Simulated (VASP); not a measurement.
Input of a VASP 6.6.1 run:

File INCAR:

```
PREC = Accurate
ENCUT = 300
EDIFF = 1E-6
ISMEAR = -1
SIGMA = 0.02
LREAL = False
LASPH = True
NELM = 80
ALGO = Normal
ISIF = 2
LWAVE = False
LCHARG = False
KPAR = 4
```

Contents of KPOINTS:

```
regular mesh
0
Gamma
  4 4 4
```

File POSCAR:

```
CdTe
1.0
    0.0000000000      3.2050000000      3.2050000000
    3.2050000000      0.0000000000      3.2050000000
    3.2050000000      3.2050000000      0.0000000000
Cd Te
1 1
Direct
    0.0000000000      0.0000000000      0.0000000000
    0.2500000000      0.2500000000      0.2500000000
```

Potentials or basis: VASP PAW LDA potentials, release 64 (Cd, Te).

Launch:

```bash
$ cat potpaw_LDA.64/Cd/POTCAR potpaw_LDA.64/Te/POTCAR > POTCAR
$ mpirun -np 4 vasp_std > vasp.out
```

Question: What does it give for the band gap on the k mesh?

Answer: 0.63 eV, direct.

Caveat: the k mesh is coarse (spacing up to 0.42 Å⁻¹), so the values aren't converged; spin-orbit coupling is left out, which moves the levels of the heavy elements. LDA gaps usually lie below the measured ones, often by a third to a half.
